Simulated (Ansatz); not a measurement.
# SiC: an axial (c/a) deformation path

One table from this session's results is given with a row withheld; the runs are named, their logs left out.

Method: DFT r2SCAN, scalar-relativistic, plane waves, PAW, in Ansatz 0.2.0.

2 further runs of the same task are left out: 2 set aside as unsound or not needed. Runs told in other sessions of the task aren't counted.

## The structure to begin with

The structure is hexagonal, space group P6_3mc (No. 186). The conventional cell has a = 3.075 Å, b = 3.075 Å, c = 5.048 Å, α = 90.00°, β = 90.00°, γ = 120.00°. Around Si (site symmetry 3m) lie 4 C at 1.88 to 1.90 Å. C (site symmetry 3m) is surrounded by 4 Si at 1.88 to 1.90 Å.

Coordinates:

```cif
data_structure
_symmetry_space_group_name_H-M 'P6_3mc'
_symmetry_Int_Tables_number 186
_cell_length_a 3.0752
_cell_length_b 3.0752
_cell_length_c 5.0482
_cell_angle_alpha 90.000
_cell_angle_beta 90.000
_cell_angle_gamma 120.000
_cell_volume 41.34
loop_
_atom_site_label
_atom_site_type_symbol
_atom_site_symmetry_multiplicity
_atom_site_Wyckoff_symbol
_atom_site_fract_x
_atom_site_fract_y
_atom_site_fract_z
_atom_site_occupancy
Si1 Si 2 b 0.33333 0.66667 0.00460 1
C1 C 2 b 0.33333 0.66667 0.38040 1
```

It is the result of an earlier relaxation at this level (volume 10.34 Å³/atom; gap on the mesh: 2.65 eV).

The first run:

input.yaml reads:

```yaml
crystal:
  lattice:
    - [3.0751950059, 0.0, 0.0]
    - [-1.5375975029, 2.6631969967, 0.0]
    - [0.0, 0.0, 5.0481668544]
  atoms:
    - { symbol: Si, position: [0.3333333333, 0.6666666667, 0.0046028828] }
    - { symbol: Si, position: [0.6666666667, 0.3333333333, 0.5046028828] }
    - { symbol: C, position: [0.3333333333, 0.6666666667, 0.3803971172] }
    - { symbol: C, position: [0.6666666667, 0.3333333333, 0.8803971172] }
basis:
  ecutwfc: 500
kpoints:
  mp_grid: { grid: [12, 12, 6] }
hamiltonian:
  xc: r2scan
scf:
  occupations: { method: gaussian, width: 0.05 }
output:
  forces: true
  stress: true
  eigenvalues: true
```

Command:

```sh
> ansatz run input.yaml --threads 1 --pin off --max-ram 2560MiB --backend cpu --events-out ev --progress --plain --runs-dir out
```

Among the steps run: Zero of the scan; At ρ = 0.850; At ρ = 1.200; ρ = 0.920; At ρ = 1.100; Point ρ = 0.960; Point ρ = 1.050; ρ = 0.800.

One table of the session follows, with a row left open; its other results are not shown here.

The scan, with free energies counted from the undisturbed cell:

```
    ρ  ΔE (meV/atom)  pressure (GPa)  gap on the mesh (eV)
0.800          684.2            15.2                  1.42
0.850          355.1             7.8                  1.85
0.920           90.4             1.8                  2.46
0.960              ?               ?                     ?
1.000            0.0             0.0                  2.65
1.050           29.1             0.9                  2.46
1.100          108.6             3.1                  2.27
1.200          381.1            10.0                  1.87
```

Q: Estimate the row for ρ = 0.960 from the others.

Worked estimate for «ΔE (meV/atom)». A straight line through the neighbours (0.920, 90.4) and (1.000, 0.0) gives 90.4 + (0.0 − 90.4) × (0.960 − 0.920) / (1.000 − 0.920) = 45.2; a parabola fitted to 4 rows on both sides gives 19.1.

As computed: ΔE (meV/atom): 21.2; pressure (GPa): 0.4; gap on the mesh (eV): 2.75. In «ΔE (meV/atom)» the line misses by +24.0 and the parabola by -2.1.
